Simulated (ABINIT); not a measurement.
Input of an ABINIT 10.8.3 (patched build) run:

run.abi

```
# Datasets: one volume each
ndtset 7
getwfk -1
scalecart1 3*0.9795861087
scalecart2 3*0.9864848297
scalecart3 3*0.9932883884
scalecart4 3*1.0000000000
scalecart5 3*1.0066227096
scalecart6 3*1.0131594038
scalecart7 3*1.0196128224

# Pseudopotentials
pp_dirpath "./"
pseudos "Cu.GGA_PBE-JTH.xml, O.GGA_PBE-JTH.xml"

# Structure
acell 2.9328708085 2.9328708085 5.155928 Angstrom
rprim
     0.6788461306    -0.7342805533     0.0000000000
     0.6788461306     0.7342805533     0.0000000000
     0.0000000000     0.0000000000     1.0000000000
ntypat 2
znucl 29 8
natom 4
typat 1 1 2 2
xred
     0.5000000000     0.0000000000     0.0000000000
     0.0000000000     0.5000000000     0.5000000000
     0.5000000000     0.5000000000     0.2500000000
     0.5000000000     0.5000000000     0.7500000000
chkprim 0
chksymtnons 0
tolsym 1.0e-6

# Plane-wave basis
ecut 707.496042 eV
pawecutdg 48.0
pawxcdev 0

# k points
kptopt 1
ngkpt 9 9 5
nshiftk 1
shiftk 0.0 0.0 0.0

# Exchange and correlation
ixc -116133

# Bands and occupations
nband 30
occopt 3
tsmear 0.05 eV

# SCF cycle
nstep 100
tolvrs 1.0e-9

# Output
iomode 3
prtwf 1
prtden 0
prteig 0
prtebands 0
```

Potentials or basis: JTH PAW PBE v2.0.

Run with:

```console
$ abinit run.abi > log 2>&1
```

(1) Estimate the equilibrium volume.

(2) Estimate the pressure derivative of the bulk modulus.

(3) What does it give for the bulk modulus at fixed shape and positions?

Answers

(1) 10.69 Å³/atom.

(2) 4.8.

(3) 175 GPa.

Caveat: pressures at fixed basis lie under the slope of the energies; the cell was scaled at fixed shape and fractional positions, which overstates the stiffness of a crystal with free parameters, most of all of layers and chains; the PAW data sets were made with another functional, which shifts forces and pressure a little; the run has no spin polarisation, though such a crystal can be magnetic.
